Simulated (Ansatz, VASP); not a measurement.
One calculation of Rb, two programs

Contents of INCAR:

```
SYSTEM = Rb
ALGO = Normal
EDIFF = 1E-6
ENCUT = 520
ISIF = 2
ISMEAR = -1
LASPH = .True.
LCHARG = .True.
LELF = .True.
LREAL = .False.
LVHAR = .True.
LWAVE = .False.
NBANDS = 16
NELM = 100
PREC = Accurate
SIGMA = 0.1
```

File KPOINTS:

```
k-points
0
Gamma
  9 9 5
  0 0 0
```

POSCAR

```
Rb
1.0
    4.7868302380      0.0000000000      0.0000000000
   -2.3934151190      4.1455165897      0.0000000000
    0.0000000000      0.0000000000      7.8682892793
Rb
2
Direct
    0.3333333333      0.6666666667      0.2500000000
    0.6666666667      0.3333333333      0.7500000000
```

Input for Ansatz:

```yaml
crystal:
  lattice:
    - [4.786830238, 0.0, 0.0]
    - [-2.393415119, 4.1455165897, 0.0]
    - [0.0, 0.0, 7.8682892793]
  atoms:
    - { symbol: Rb, position: [0.3333333333, 0.6666666667, 0.25] }
    - { symbol: Rb, position: [0.6666666667, 0.3333333333, 0.75] }
kpoints:
  mp_grid: { grid: [9, 9, 5] }
  band_path:
    path:
      - [0.0, 0.0, 0.0]
      - [0.5, 0.0, 0.0]
      - [0.3333333333, 0.3333333333, 0.0]
      - [0.0, 0.0, 0.0]
      - [0.0, 0.0, 0.5]
      - [0.5, 0.0, 0.5]
      - [0.3333333333, 0.3333333333, 0.5]
      - [0.0, 0.0, 0.5]
      - [0.5, 0.0, 0.5]
    npoints: 8
scf:
  occupations: { method: fermi_dirac, width: 0.1 }
hamiltonian:
  xc: lda
  pseudopotentials: { kind: paw }
output:
  forces: true
  stress: true
  eigenvalues: true
  populations: true
  dos: { projected: true, de: 0.2, e_range: [-14, 8] }
```

Change from the starting cell: volume scaled by 1, PAW files.

Alike in both runs: task single point; functional LDA; k mesh 9 × 9 × 5; occupations fermi-dirac, width 0.1 eV; no spin polarisation.

|  | VASP | Ansatz |
| --- | --- | --- |
| version | VASP 6.6.1 | Ansatz 0.2.0 |
| potentials or method | VASP PAW LDA potentials, release 64 (Rb_sv) | PAW with Ansatz's default frozen-core files, scalar-relativistic |
| plane-wave cutoff (eV) | 520 | 420 |
| valence electrons in the cell | 18 | 18 |

```csv
,VASP,Ansatz,Ansatz less VASP
pressure (GPa),0.0,0.0,0.00
```
